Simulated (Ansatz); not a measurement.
# CsI: a single-point run

Wanted: a converged single-point run for CsI, and a check of what comes out. The structure is shown as the input types it.

Program: Ansatz 0.2.0. Level of theory: density functional or hybrid calculation with the settings of its input, plane waves (as first typed). These are calculated values, not measurements.

5 further runs of the same task are left out: 2 for a known fault of the program, 3 that didn't finish.

## (1) The starting structure

The structure is cubic, space group Pm-3m (No. 221). Conventional cell: a = 4.608 Å, b = 4.608 Å, c = 4.608 Å, α = 90.00°, β = 90.00°, γ = 90.00°. Around Cs (site symmetry m-3m) lie 8 I at 3.99 Å. I (site symmetry m-3m) has 8 Cs at 3.99 Å as nearest neighbours.

As a file:

```
Cs I
1.0
     4.60814    0.00000    0.00000
     0.00000    4.60814    0.00000
     0.00000    0.00000    4.60814
Cs I
1 1
Direct
  0.00000 0.00000 0.00000
  0.50000 0.50000 0.50000
```

## (2) Input and run

input.yaml reads:

```yaml
crystal:
  lattice:
    - [4.6081404514, 0.0, 0.0]
    - [0.0, 4.6081404514, 0.0]
    - [0.0, 0.0, 4.6081404514]
  atoms:
    - { symbol: Cs, position: [0.0, 0.0, 0.0] }
    - { symbol: I, position: [0.5, 0.5, 0.5] }
kpoints:
  mp_grid: { grid: [4, 4, 4] }
hamiltonian:
  xc: r2scan
scf:
  occupations: { method: gaussian, width: 1.5 }
  n_extra_bands: 4
output:
  forces: true
  stress: true
  eigenvalues: true
```

Command:

```
> ansatz run input.yaml --threads 4 --pin off --max-ram 3686MiB --backend cpu --events-out ev --progress --plain --runs-dir out
```

**Question.** How will this run end, and is anything wrong with its input?

The program finished normally. Convergence says nothing about whether the input makes sense.

Look at the input: scf.occupations.method is gaussian; scf.occupations.width is 1.5. The width is far wider than usual, so occupations near the Fermi level are blurred and the entropy term grows.

Run again and compare: delete scf.occupations.width (the default then holds) and set scf.occupations.method to fixed.
